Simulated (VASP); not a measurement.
# Ta2H3 (P-3m1) in VASP: reference runs

Aim: a first look at Ta2H3 with PBE, on the cell as given.

Program: VASP 6.6.1. These are calculated values, not measurements. Logs are shortened: lines on timing, memory, paths and dates and some standing lists are left out, and cuts for length are marked.

## Step 1: The crystal as given

Symmetry: P-3m1, No. 164, trigonal system. The conventional cell has a = 3.682 Å, b = 3.682 Å, c = 4.490 Å, α = 90.00°, β = 90.00°, γ = 120.00°. Around Ta (site symmetry 3m) lie 8 H at 2.19 to 2.30 Å. H (site symmetry -3m) is surrounded by 6 Ta at 2.25 Å. H (site symmetry 3m) is surrounded by 5 Ta at 2.19 to 2.30 Å.

The cell was built by a generator and needn't be a form met in nature.

## Step 2: Single point, PBE

Input file INCAR:

```
PREC     = Accurate       # precision mode
ENCUT    = 520            # plane-wave cutoff, eV
EDIFF    = 1E-7           # SCF threshold, eV
ISMEAR   = -1             # smearing method
SIGMA    = 0.05           # smearing width, eV
LREAL    = False          # projectors in reciprocal space
LASPH    = True           # aspherical terms in the spheres
NELM     = 60             # most SCF steps
ALGO     = Normal         # electronic algorithm
ISIF     = 2              # what is computed and relaxed
LWAVE    = False          # write WAVECAR
LCHARG   = True           # write CHGCAR
GGA      = PE             # functional
LELF     = True           # ELF
LVHAR    = True         
NBANDS   = 20             # bands
```

Input file KPOINTS:

```
regular mesh
0
Gamma
  8 8 6
```

Input file POSCAR:

```
Ta2H3
1.0
    3.6818478800      0.0000000000      0.0000000000
   -1.8409239400      3.1885738000      0.0000000000
    0.0000000000      0.0000000000      4.4904225400
Ta H
2 3
Direct
    0.6666666700      0.3333333300      0.8371703600
    0.3333333300      0.6666666700      0.1628296400
    0.0000000000      0.0000000000      0.0000000000
    0.6666666700      0.3333333300      0.3496741700
    0.3333333300      0.6666666700      0.6503258300
```

Potentials or basis: VASP PAW PBE potentials, release 64 (Ta_pv, H).

Launch:

```sh
$ cat potpaw_PBE.64/Ta_pv/POTCAR potpaw_PBE.64/H/POTCAR > POTCAR
$ mpirun -np 1 vasp_std > vasp.out
```

OUTCAR:

```text
PREC = Accurate
   ENCUT = 520
   EDIFF = 1E-7
   ISMEAR = -1
   LREAL = False
   LASPH = True
   NELM = 60
   ISIF = 2
   GGA = PE

 ion  position               nearest neighbor table
   1  0.667  0.333  0.837-   4 2.19   2 2.58   2 2.58   2 2.58
   2  0.333  0.667  0.163-   5 2.19   1 2.58   1 2.58   1 2.58
   3  0.000  0.000  0.000-
   4  0.667  0.333  0.350-   1 2.19
   5  0.333  0.667  0.650-   2 2.19

  LATTYP: Found a hexagonal cell.
 ALAT       =     3.6818478800
 C/A-ratio  =     1.2196110992

  Lattice vectors:

 A1 = (   3.6818478800,   0.0000000000,   0.0000000000)
 A2 = (  -1.8409239400,   3.1885738000,   0.0000000000)
 A3 = (   0.0000000000,   0.0000000000,   4.4904225400)

Analysis of symmetry for initial positions (statically):
=====================================================================
 Subroutine PRICEL returns:
 Original cell was already a primitive cell.

 Routine SETGRP: Setting up the symmetry group for a
 hexagonal supercell.

 Subroutine GETGRP returns: Found 12 space group operations
 (whereof 12 operations were pure point group operations)
 out of a pool of 24 trial point group operations.

The static configuration has the point symmetry D_3d.

Analysis of symmetry for dynamics (positions and initial velocities):
=====================================================================
 Subroutine PRICEL returns:
 Original cell was already a primitive cell.

 Routine SETGRP: Setting up the symmetry group for a
 hexagonal supercell.

 Subroutine GETGRP returns: Found 12 space group operations
 (whereof 12 operations were pure point group operations)
 out of a pool of 24 trial point group operations.

The dynamic configuration has the point symmetry D_3d.

 Subroutine INISYM returns: Found 12 space group operations
 (whereof 12 operations are pure point group operations),
 and found     1 'primitive' translations

----------------------------------------------------------------------------------------

                                     Primitive cell

  volume of cell :      52.7169

  direct lattice vectors                    reciprocal lattice vectors
     3.681847880  0.000000000  0.000000000     0.271602747  0.156809919  0.000000000
    -1.840923940  3.188573800  0.000000000     0.000000000  0.313619838  0.000000000
     0.000000000  0.000000000  4.490422540     0.000000000  0.000000000  0.222696192

  length of vectors
     3.681847880  3.681847883  4.490422540     0.313619839  0.313619838  0.222696192

  position of ions in fractional coordinates (direct lattice)
     0.666666670  0.333333330  0.837170360
     0.333333330  0.666666670  0.162829640
     0.000000000  0.000000000  0.000000000
     0.666666670  0.333333330  0.349674170
     0.333333330  0.666666670  0.650325830

  ion indices of the primitive-cell ions
   primitive index   ion index
                 1           1
                 2           2
                 3           3
                 4           4
                 5           5

----------------------------------------------------------------------------------------

 KPOINTS: regular mesh

Automatic generation of k-mesh.
 Grid dimensions read from file:
 generate k-points for:    8    8    6

 Generating k-lattice:

  Cartesian coordinates                     Fractional coordinates (reciprocal lattice)
     0.033950343  0.019601240  0.000000000     0.125000000  0.000000000  0.000000000
     0.000000000  0.039202480  0.000000000     0.000000000  0.125000000  0.000000000
     0.000000000  0.000000000  0.037116032     0.000000000  0.000000000  0.166666667

  Length of vectors
     0.039202480  0.039202480  0.037116032

  Shift w.r.t. Gamma in fractional coordinates (k-lattice)
     0.000000000  0.000000000  0.000000000

 Subroutine IBZKPT returns following result:
 ===========================================

 Found     50 irreducible k-points:

 Following reciprocal coordinates:
            Coordinates               Weight
  0.000000  0.000000  0.000000      1.000000
  0.125000 -0.000000  0.000000      6.000000
  0.250000 -0.000000  0.000000      6.000000
  0.375000  0.000000  0.000000      6.000000
  0.500000 -0.000000  0.000000      3.000000
  0.125000  0.125000  0.000000      6.000000
[... 16 lines left out ...]
 -0.125000  0.500000  0.166667     12.000000
  0.250000  0.250000  0.166667     12.000000
 [... further k-points ...]
   k-points           NKPTS =     50   k-points in BZ     NKDIM =     50   number of bands    NBANDS=     20
   number of dos      NEDOS =    301   number of ions     NIONS =      5
   total plane-waves  NPLWV =  28224
   dimension x,y,z NGX =    28 NGY =   28 NGZ =   36
   dimension x,y,z NGXF=    56 NGYF=   56 NGZF=   72
   ions per type =               2   3
   NGX,Y,Z   is equivalent  to a cutoff of  12.64, 12.64, 13.33 a.u.
   NGXF,Y,Z  is equivalent  to a cutoff of  25.29, 25.29, 26.66 a.u.
 SYSTEM =  unknown system
   PREC   = accura    normal or accurate (medium, high low for compatibility)
   ISTART =      0    job   : 0-new  1-cont  2-samecut
   ICHARG =      2    charge: 1-file 2-atom 10-const
   ISPIN  =      1    spin polarized calculation?
   LNONCOLLINEAR =      F non collinear calculations
   LSORBIT =      F    spin-orbit coupling
   LASPH  =      T    aspherical Exc in radial PAW
   ENCUT  =  520.0 eV  38.22 Ry    6.18 a.u.   6.85  6.85  8.35*2*pi/ulx,y,z
   NELM   =     60;   NELMIN=  2; NELMDL= -5     # of ELM steps
   EDIFF  = 0.1E-06   stopping-criterion for ELM
   LREAL  =      F    real-space projection
   EDIFFG = 0.1E-05   stopping-criterion for IOM
   NSW    =      0    number of steps for IOM
   IBRION =     -1    ionic relax: 0-MD 1-quasi-New 2-CG
   NFREE  =      0    steps in history (QN), initial steepest desc. (CG)
   ISIF   =      2    stress and relaxation
   ISYM   =      2    0-nonsym 1-usesym 2-fastsym
   POTIM  = 0.5000    time-step for ionic-motion
   TEBEG  =    0.0;   TEEND  =   0.0 temperature during run
   PSTRESS=    0.0 pullay stress
   NELECT =      25.0000    total number of electrons
   NUPDOWN=      -1.0000    fix difference up-down
   EMIN   =  10.00;   EMAX   =-10.00  energy-range for DOS
   EFERMI =   0.00;   METHOD = LEGACY
   ISMEAR =    -1;   SIGMA  =   0.05  broadening in eV -4-tet -1-fermi 0-gaus
   EFERMI_NEDOS =   21; number of points for ismear=-14 and -15
   IALGO  =     38    algorithm
   IMIX   =      4    mixing-type and parameters
     AMIX     =   0.40;   BMIX     =  1.00
     AMIX_MAG =   1.60;   BMIX_MAG =  1.00
  volume/ion in A,a.u.               =      10.54        71.15
  Fermi-wavevector in a.u.,A,eV,Ry     =   1.276649  2.412518 22.175235  1.629834
  Thomas-Fermi vector in A             =   2.409294
   LORBIT       =      0    0 simple, 1 ext, 2 COOP (PROOUT), +10 PAW based schemes
   GGA     = PE    functional components
   LHFCALC =     F    Hartree Fock is set to
   AEXX    =    0.0000 exact exchange contribution
   IVDW    =     0    specifies the selected vdW correction
   LEPSILON=     F    determine dielectric tensor
   LRPA    =     F    only Hartree local field effects (RPA)
 non-spin polarized calculation
  energy-cutoff  :      520.00
  volume of cell :       52.72
 maximum number of plane-waves:      1439
 NGX is ok and might be reduce to    28
   NGX = 13   NGY = 13   NGZ = 17

 number of electron      25.0000003 magnetization

 Free energy of the ion-electron system (eV)
  ---------------------------------------------------
  ext. energy  EPLUGINS =         0.00000000
  ---------------------------------------------------
  free energy    TOTEN  =       -31.33388643 eV

  energy without entropy =      -31.31563931  energy(sigma->0) =      -31.32476287

 E-fermi :   4.1520     XC(G=0): -11.2328

 val. band max:        4.1226902488   @ k =   0.3750   0.0000   0.3333
 cond. band min:       4.1605241409   @ k =   0.2500   0.1250   0.1667
 fundamental gap:      0.0378338922
 Fermi energy:         4.1519730831

 k-point     1 :       0.0000    0.0000    0.0000
  band No.  band energies     occupation
      1     -30.3124      2.00000
      2     -30.2824      2.00000
      3     -30.2824      2.00000
      4     -29.5803      2.00000
      5     -29.5360      2.00000
      6     -29.5360      2.00000
[... 12 lines left out ...]
     19       9.5443      0.00000
     20      10.0887      0.00000

 k-point     2 :       0.1250   -0.0000    0.0000
  band No.  band energies     occupation
      1     -30.3405      2.00000
      2     -30.3184      2.00000
      3     -30.3054      2.00000
      4     -29.5574      2.00000
      5     -29.5189      2.00000
      6     -29.5185      2.00000
[... 12 lines left out ...]
     19      10.0950      0.00000
     20      10.3568      0.00000

 k-point     3 :       0.2500   -0.0000    0.0000
  band No.  band energies     occupation
      1     -30.4405      2.00000
      2     -30.3587      2.00000
      3     -30.3568      2.00000
      4     -29.5311      2.00000
      5     -29.4816      2.00000
      6     -29.4612      2.00000
[... 12 lines left out ...]
     19       9.9379      0.00000
     20      10.5624      0.00000

 k-point     4 :       0.3750    0.0000    0.0000
  band No.  band energies     occupation
      1     -30.5312      2.00000
      2     -30.4040      2.00000
      3     -30.3956      2.00000
      4     -29.5090      2.00000
      5     -29.4485      2.00000
      6     -29.4117      2.00000
[... 12 lines left out ...]
     19       9.4956      0.00000
     20      10.2464      0.00000

 k-point     5 :       0.5000   -0.0000    0.0000
  band No.  band energies     occupation
      1     -30.5662      2.00000
      2     -30.4225      2.00000
      3     -30.4108      2.00000
      4     -29.4991      2.00000
      5     -29.4358      2.00000
      6     -29.3943      2.00000
[... 12 lines left out ...]
     19       9.2330      0.00000
     20       9.5980      0.00000

 k-point     6 :       0.1250    0.1250    0.0000
  band No.  band energies     occupation
      1     -30.3890      2.00000
      2     -30.3863      2.00000
      3     -30.3273      2.00000
      4     -29.5316      2.00000
      5     -29.4988      2.00000
      6     -29.4762      2.00000
[... 12 lines left out ...]
     19       9.7009      0.00000
     20      10.7061      0.00000

 k-point     7 :       0.2500    0.1250    0.0000
  band No.  band energies     occupation
      1     -30.4844      2.00000
      2     -30.4292      2.00000
      3     -30.3696      2.00000
      4     -29.5049      2.00000
      5     -29.4610      2.00000
      6     -29.4304      2.00000
[... 12 lines left out ...]
     19       9.5387      0.00000
     20      10.5882      0.00000
[... 277 lines left out ...]
 k-point    20 :       0.2500    0.1250    0.1667
  band No.  band energies     occupation
      1     -30.4832      2.00000
      2     -30.4385      2.00000
      3     -30.3698      2.00000
      4     -29.5001      2.00000
      5     -29.4543      2.00000
      6     -29.4375      2.00000
[... 12 lines left out ...]
     19       9.4496      0.00000
     20       9.8399      0.00000

 k-point    21 :      -0.1250    0.3750    0.1667
  band No.  band energies     occupation
      1     -30.4970      2.00000
      2     -30.4252      2.00000
      3     -30.3667      2.00000
      4     -29.5166      2.00000
      5     -29.4585      2.00000
      6     -29.4194      2.00000
[... 12 lines left out ...]
     19       9.1958      0.00000
     20      10.4503      0.00000

 k-point    22 :       0.3750    0.1250    0.1667
  band No.  band energies     occupation
      1     -30.5527      2.00000
      2     -30.4473      2.00000
      3     -30.4162      2.00000
      4     -29.4785      2.00000
      5     -29.4377      2.00000
      6     -29.3993      2.00000
[... 12 lines left out ...]
     19       8.9175      0.00000
     20      10.0734      0.00000

 k-point    23 :      -0.1250    0.5000    0.1667
  band No.  band energies     occupation
      1     -30.5576      2.00000
      2     -30.4414      2.00000
      3     -30.4157      2.00000
      4     -29.4882      2.00000
      5     -29.4387      2.00000
      6     -29.3902      2.00000
[... 12 lines left out ...]
     19       9.2057      0.00000
     20      10.0092      0.00000

 k-point    24 :       0.2500    0.2500    0.1667
  band No.  band energies     occupation
      1     -30.5143      2.00000
      2     -30.4906      2.00000
      3     -30.4145      2.00000
      4     -29.4699      2.00000
      5     -29.4279      2.00000
      6     -29.4146      2.00000
[... 12 lines left out ...]
     19       8.8977      0.00000
     20      10.5206      0.00000

 [... further k-points ...]

------------------------ aborting loop because EDIFF is reached ----------------------------------------

  FORCE on cell =-STRESS in cart. coord.  units (eV):
  Direction    XX          YY          ZZ          XY          YZ          ZX
  --------------------------------------------------------------------------------------
  -------------------------------------------------------------------------------------
  Total       -0.4530938     -0.4530938      2.7893853      0.0000000      0.0000000      0.0000000
  in kB      -13.7704840    -13.7704840     84.7753440      0.0000000      0.0000000      0.0000000
  external PRESSURE =      19.0781254 kB  Pullay stress =       0.0000000 kB

 VOLUME and BASIS-vectors are now :
 -----------------------------------------------------------------------------
  energy-cutoff  :      520.00
  volume of cell :       52.72
      direct lattice vectors                 reciprocal lattice vectors
     3.681847880  0.000000000  0.000000000     0.271602747  0.156809919  0.000000000
    -1.840923940  3.188573800  0.000000000     0.000000000  0.313619838  0.000000000
     0.000000000  0.000000000  4.490422540     0.000000000  0.000000000  0.222696192

 POSITION                                       TOTAL-FORCE (eV/Angst)
 -----------------------------------------------------------------------------------
      1.84092      1.06286      3.75925        -0.000000      0.000000     -5.060904
     -0.00000      2.12572      0.73117         0.000000      0.000000      5.060904
      0.00000      0.00000      0.00000         0.000000      0.000000      0.000000
      1.84092      1.06286      1.57018         0.000000     -0.000000     -0.551842
     -0.00000      2.12572      2.92024        -0.000000      0.000000      0.551842
 -----------------------------------------------------------------------------------
    total drift:                               -0.000000     -0.000000      0.000000

  FREE ENERGIE OF THE ION-ELECTRON SYSTEM (eV)
  ---------------------------------------------------
  free  energy   TOTEN  =       -31.3338864323 eV

  energy  without entropy=      -31.3156393084  energy(sigma->0) =      -31.32476287
```

It took 40 s on 1 thread of Intel Xeon Platinum 8375C at 2.90GHz (Ice Lake), shared host; peak memory 0.19 GiB.

Results:

```yaml
Free_energy: -31.3339 eV
Pressure: 1.9 GPa
Largest_force: 5.061 eV/Å
Band_gap_on_the_k_mesh: none (metal or under the smearing width)
```

Forces in eV/Å, atoms in the order of the input:
```
Ta   0.000  0.000 -5.061
Ta   0.000  0.000  5.061
H    0.000  0.000  0.000
H    0.000  0.000 -0.552
H    0.000  0.000  0.552
```

Caveat: forces of over 1 eV/Å show positions far from the minimum, so gaps and moduli don't describe the material at rest. The run has no spin-orbit coupling, so splittings on Ta are missing.
